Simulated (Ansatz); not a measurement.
## AlGa3N4: a vibration from a frozen displacement

Level of theory: Ansatz 0.2.0, DFT r2SCAN, scalar-relativistic, plane waves, PAW. Cutoff 500 eV, Γ-centred 6×8×4 k-points, Gaussian smearing of 0.05 eV. No spin polarisation. Energies are free energies at this smearing, counted from the undisturbed cell; pressure is positive in compression.

Reference structure (relaxed at this level; it needn't be the usual structure):

```
Al Ga N
1.0
     5.13892    0.00000    0.00002
     0.00000    3.16341    0.00000
    -0.00369    0.00000    5.47699
Al Ga N
1 3 4
Direct
  0.00058 0.50000 0.66730
  0.49917 0.50000 0.33506
  0.49925 0.00000 0.83146
  0.99986 0.00000 0.16619
  0.11941 0.50000 0.34060
  0.11733 0.00000 0.82593
  0.62024 0.00000 0.16619
  0.63175 0.50000 0.66727
```

Atom 4 (Ga) is moved by x along the Cartesian unit vector (0.707, -0.707, 0.000); the cell and all other atoms stay fixed. The cell's volume is 89.04 Å³; the moved atoms weigh 69.723 u together and the others 222.456 u.

```csv
x (Å),ΔE (meV/cell),total force on the moved atoms along the move (eV/Å),pressure (GPa)
-0.4500,1603.16,7.1118,5.7913
-0.3375,902.90,5.3358,3.3761
-0.2250,402.49,3.5621,1.5608
-0.1125,101.27,1.7924,0.4135
0.0000,0.00,0.0009,-0.0020
0.1125,103.74,-1.8624,0.3774
0.2250,424.39,-3.8691,1.6201
0.3375,982.92,-6.1065,3.8023
0.3938,1361.07,-7.3414,5.2741
0.4500,1810.39,-8.6647,7.0126
```

Q: What frequency belongs to this motion?

A: The force constant is k = −dF/dx = 16.244 eV/Å², from the parabola through x = -0.1125, 0 and 0.1125. In every cell the moved atoms swing against the rest, so the mass is μ = m₁m₂/(m₁ + m₂) = 53.085 u, and ν̃ = 521.5 cm⁻¹ × √(|k|/μ) = 288 cm⁻¹. The pattern needn't be a normal mode: ν̃² is then a weighted mean of the squared nonzero frequencies at the zone centre of this cell, taken without macroscopic field, so it lies between the lowest and the highest of them.

Q: How far does the harmonic law reach?

A: At x = -0.450 Å, kx²/2 = 1644.67 meV against the computed 1603.16 meV (-2.5 %): the well is still close to harmonic there.